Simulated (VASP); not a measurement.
# CoPdO2 (R-3m) in VASP: notebook, part 2 of 2

VASP 6.6.1.

## (4) Band structure, PBE+U, collinear spin, ferromagnetic start

This run uses another cell than the first one, of 11.40 Å³/atom, 1.078 times its volume.

Contents of INCAR:

```
PREC = Accurate
ENCUT = 520
EDIFF = 1E-7
ISMEAR = 1
SIGMA = 0.1
LREAL = F
LASPH = T
NELM = 150
ALGO = Normal
ISIF = 2
LWAVE = F
LCHARG = F
ISPIN = 2
MAGMOM = 3 0 0 0
LORBIT = 11
LMAXMIX = 4
LDAU = T
LDAUTYPE = 2
LDAUL = 2 -1 -1
LDAUU = 3.32 0 0
LDAUJ = 0 0 0
LDAUPRINT = 1
GGA = PE
NBANDS = 28
AMIX = 0.2
BMIX = 1E-4
AMIX_MAG = 0.8
BMIX_MAG = 1E-4
ICORELEVEL = 1
KPAR = 2
```

Contents of KPOINTS:

```
Automatic mesh
0
Gamma
  15 15 15
```

Contents of POSCAR:

```
CoPdO2                                  
1.0
    1.4852605251      0.8575155587      5.9691159535
   -1.4852605251      0.8575155587      5.9691159535
    0.0000000000     -1.7150311279      5.9691159535
  Co              Pd              O             
     1     1     2
Direct
     0.5000000000000000    0.5000000000000000    0.5000000000000000
     0.0000000000000000    0.0000000000000000    0.0000000000000000
     0.8895930290430908    0.8895930290430908    0.8895930290433608
     0.1104069709569093    0.1104069709569093    0.1104069709566393
```

Contents of KPOINTS_OPT:

```
explicit points
98
Reciprocal
 0.0000000000  0.0000000000  0.0000000000 1
 0.0555555556  0.0000000000  0.0000000000 1
 0.1111111111  0.0000000000  0.0000000000 1
 0.1666666667  0.0000000000  0.0000000000 1
 0.2222222222  0.0000000000  0.0000000000 1
 0.2777777778  0.0000000000  0.0000000000 1
 0.3333333333  0.0000000000  0.0000000000 1
 0.3888888889  0.0000000000  0.0000000000 1
 0.4444444444  0.0000000000  0.0000000000 1
 0.5000000000  0.0000000000  0.0000000000 1
 0.5000000000  0.0000000000  0.0000000000 1
 0.5000000000  0.0199443730 -0.0199443730 1
 0.5000000000  0.0398887460 -0.0398887460 1
 0.5000000000  0.0598331190 -0.0598331190 1
 0.5000000000  0.0797774920 -0.0797774920 1
 0.5000000000  0.0997218651 -0.0997218651 1
 0.5000000000  0.1196662381 -0.1196662381 1
 0.5000000000  0.1396106111 -0.1396106111 1
 0.5000000000  0.1595549841 -0.1595549841 1
 0.5000000000  0.1794993571 -0.1794993571 1
 0.8205006429  0.5000000000  0.1794993571 1
 0.7848894604  0.5000000000  0.2151105396 1
 0.7492782778  0.5000000000  0.2507217222 1
 0.7136670953  0.5000000000  0.2863329047 1
 0.6780559127  0.5000000000  0.3219440873 1
 0.6424447302  0.5000000000  0.3575552698 1
 0.6068335476  0.5000000000  0.3931664524 1
 0.5712223651  0.5000000000  0.4287776349 1
 0.5356111825  0.5000000000  0.4643888175 1
 0.5000000000  0.5000000000  0.5000000000 1
 0.5000000000  0.5000000000  0.5000000000 1
 0.4444444444  0.4444444444  0.4444444444 1
 0.3888888889  0.3888888889  0.3888888889 1
 0.3333333333  0.3333333333  0.3333333333 1
 0.2777777778  0.2777777778  0.2777777778 1
 0.2222222222  0.2222222222  0.2222222222 1
 0.1666666667  0.1666666667  0.1666666667 1
 0.1111111111  0.1111111111  0.1111111111 1
 0.0555555556  0.0555555556  0.0555555556 1
 0.0000000000  0.0000000000  0.0000000000 1
 0.0000000000  0.0000000000  0.0000000000 1
 0.0377499643  0.0000000000 -0.0377499643 1
 0.0754999286  0.0000000000 -0.0754999286 1
 0.1132498928  0.0000000000 -0.1132498928 1
 0.1509998571  0.0000000000 -0.1509998571 1
 0.1887498214  0.0000000000 -0.1887498214 1
 0.2264997857  0.0000000000 -0.2264997857 1
 0.2642497499  0.0000000000 -0.2642497499 1
 0.3019997142  0.0000000000 -0.3019997142 1
 0.3397496785  0.0000000000 -0.3397496785 1
 0.6602503215  0.3397496785  0.0000000000 1
 0.6424447302  0.3575552698  0.0000000000 1
 0.6246391389  0.3753608611  0.0000000000 1
 0.6068335477  0.3931664523  0.0000000000 1
 0.5890279564  0.4109720436  0.0000000000 1
 0.5712223651  0.4287776349  0.0000000000 1
 0.5534167738  0.4465832262  0.0000000000 1
 0.5356111826  0.4643888174  0.0000000000 1
 0.5178055913  0.4821944087  0.0000000000 1
 0.5000000000  0.5000000000  0.0000000000 1
 0.5000000000  0.5000000000  0.0000000000 1
 0.5178055913  0.5178055913  0.0199443730 1
 0.5356111826  0.5356111826  0.0398887460 1
 0.5534167738  0.5534167738  0.0598331190 1
 0.5712223651  0.5712223651  0.0797774920 1
 0.5890279564  0.5890279564  0.0997218651 1
 0.6068335477  0.6068335477  0.1196662381 1
 0.6246391389  0.6246391389  0.1396106111 1
 0.6424447302  0.6424447302  0.1595549841 1
 0.6602503215  0.6602503215  0.1794993571 1
 0.6602503215  0.6602503215  0.1794993571 1
 0.6424447302  0.6424447302  0.2151105396 1
 0.6246391389  0.6246391389  0.2507217222 1
 0.6068335477  0.6068335477  0.2863329047 1
 0.5890279564  0.5890279564  0.3219440873 1
 0.5712223651  0.5712223651  0.3575552698 1
 0.5534167738  0.5534167738  0.3931664524 1
 0.5356111826  0.5356111826  0.4287776349 1
 0.5178055913  0.5178055913  0.4643888175 1
 0.5000000000  0.5000000000  0.5000000000 1
 0.5000000000  0.0000000000  0.0000000000 1
 0.5356111825  0.0377499643  0.0377499643 1
 0.5712223651  0.0754999286  0.0754999286 1
 0.6068335476  0.1132498928  0.1132498928 1
 0.6424447302  0.1509998571  0.1509998571 1
 0.6780559127  0.1887498214  0.1887498214 1
 0.7136670953  0.2264997857  0.2264997857 1
 0.7492782778  0.2642497499  0.2642497499 1
 0.7848894604  0.3019997142  0.3019997142 1
 0.8205006429  0.3397496785  0.3397496785 1
 0.0000000000  0.0000000000  0.0000000000 1
 0.8205006429  0.5000000000  0.1794993571 1
 0.5000000000  0.1794993571 -0.1794993571 1
 0.5000000000  0.5000000000  0.0000000000 1
 0.5000000000  0.0000000000  0.0000000000 1
 0.8205006429  0.3397496785  0.3397496785 1
 0.6602503215  0.6602503215  0.1794993571 1
 0.6602503215  0.3397496785  0.0000000000 1
```

Command:

```console
> cat potpaw_PBE.64/Co/POTCAR potpaw_PBE.64/Pd/POTCAR potpaw_PBE.64/O/POTCAR > POTCAR
> mpirun -np 2 vasp_std > vasp.out
```

It took 34 min on 2 MPI ranks of Intel Xeon Platinum 8488C (Sapphire Rapids), shared host; peak memory 1.2 GiB.

Results (log left out):

```
Free energy                                           : -23.1691 eV
Pressure                                              : 0.2 GPa
Largest force                                         : 0.004 eV/Å
Band gap along the path                               : none (metal or under the smearing width)
Net moment                                            : 1.97 μB per cell
Site moments                                          : Co +2.25; Pd -0.12; O -0.08 μB
Valence electrons inside the program's atomic spheres : Co 8.03; Pd 9.30; O 4.99
```

Forces in eV/Å, atoms in the order of the input:
```
Co   0.000  0.000  0.000
Pd   0.000  0.000  0.000
O    0.000  0.000  0.004
O    0.000  0.000 -0.004
```

Eigenvalues of the final occupation matrices:
| site | spin | trace | eigenvalues |
| --- | --- | --- | --- |
| site 1 d | 1 | 4.69 | 0.89 0.89 0.97 0.97 0.97 |
| site 1 d | 2 | 2.47 | 0.05 0.25 0.25 0.96 0.96 |

Core levels (eV, on the scale of the bands):
```tsv
atom	levels
1 Co	1s -7579.8, 2s -886.0, 2p -756.9, 3s -89.0, 3p -52.3
2 Pd	1s -24154.4, 2s -3520.7, 2p -3155.5, 3s -629.1, 3p -509.1, 3d -318.7, 4s -78.1, 4p -43.7
3 O	1s -499.8
4 O	1s -499.8
```

Caveat: a cell with one magnetic atom can't hold antiferromagnetic order, which such compounds often take. The state reached can hang on the start; a lower one may exist.
